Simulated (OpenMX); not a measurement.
Zn: changing the volume of the cell

It takes space group P6_3/mmc (No. 194, hexagonal). Conventional cell: a = 2.670 Å, b = 2.670 Å, c = 4.966 Å, α = 90.00°, β = 90.00°, γ = 120.00°. Zn (site symmetry -6m2) has 12 Zn at 2.67 to 2.92 Å as nearest neighbours.

Kept alike: task single point; functional PBE; k mesh 9 × 9 × 5; occupations fermi-dirac, width 0.05 eV; no spin polarisation. Program: OpenMX, OpenMX 2013 PBE set, Zn6.0H-s3p2d2, grid cutoff 500 Ry. The mesh is that of the run's cell of 2 atoms. No spin-orbit coupling.

| volume of cell, f (times the cell shown) | pressure (GPa) | free energy over the lowest row (meV/atom) |
| --- | --- | --- |
| 0.88 | 14.55 | 69.27 |
| 0.92 | ? | 25.10 |
| 0.96 | 4.47 | 0.00 |
| 1 | 0.95 | 4.27 |
| 1.04 | -1.75 | 12.07 |
| 1.08 | -3.58 | 22.43 |

Pressure is positive in compression. The cell shown is the unstrained one; x, y and z are its Cartesian axes; atoms keep their fractions. For a metal such a mesh leaves the last digits unconverged.

**Question.** Fit the rows shown and predict the run at 0.92 times the cell shown.

**Answer.** A least-squares parabola through the rows shown is pressure = 288.49 f² - 655.892 f + 368.315 (largest miss 0.060); at f = 0.92 it gives 9.07 GPa. The run gave: pressure 8.82 GPa.
